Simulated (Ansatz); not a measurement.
Crystal: Ag.

```xyz
1
Lattice="-1.6557 1.6557 1.6557 1.6557 -1.6557 1.6557 1.6557 1.6557 -1.6557" Properties=species:S:1:pos:R:3 pbc="T T T"
Ag    0.0000    0.0000    0.0000
```

This isn't the form of Ag at room conditions, which is fcc.

| Quantity | Value |
| --- | --- |
| Program | Ansatz 0.2.0 |
| Task | relaxation of cell and atoms |
| Functional | PBEsol0 |
| Potentials or basis | Ansatz PAW |
| Cutoff | 420 eV (not typed: the program's choice for these potentials) |
| k mesh | 6 × 6 × 6 |
| Occupations | fermi-dirac, width 0.05 eV |
| Spin | no spin polarisation |

At the start: volume 18.15 Å³/atom.

Task: Where does the relaxation end?

Result: It ends after 5 steps and the volume is 16.99 Å³/atom (-6.4 %); space group Im-3m (No. 229, to 0.05 Å).

Step by step:
| step | energy change (eV) | largest force (eV/Å) | volume (Å³) |
| --- | --- | --- | --- |
| 1 | 0.0000 | 0.0000 | 18.15 |
| 2 | -0.0084 | 0.0000 | 16.14 |
| 3 | -0.0233 | 0.0000 | 17.13 |
| 4 | -0.0238 | 0.0000 | 16.99 |
| 5 | -0.0228 | 0.0000 | 16.99 |

Final structure:
```
Ag
1.0
    -1.61959    1.61959    1.61959
     1.61959   -1.61959    1.61959
     1.61959    1.61959   -1.61959
Ag
1
Cartesian
  0.0000 0.0000 0.0000
```

Caveat: the k mesh is coarse (spacing up to 0.45 Å⁻¹), so the values aren't converged, least of all with exact exchange; the plane-wave basis is chosen anew once the cell has moved, so the energies of steps on either side of that aren't comparable; the PAW data sets come from PBE, with cores solved anew for the run's functional, which leaves a small shift of forces and pressure.
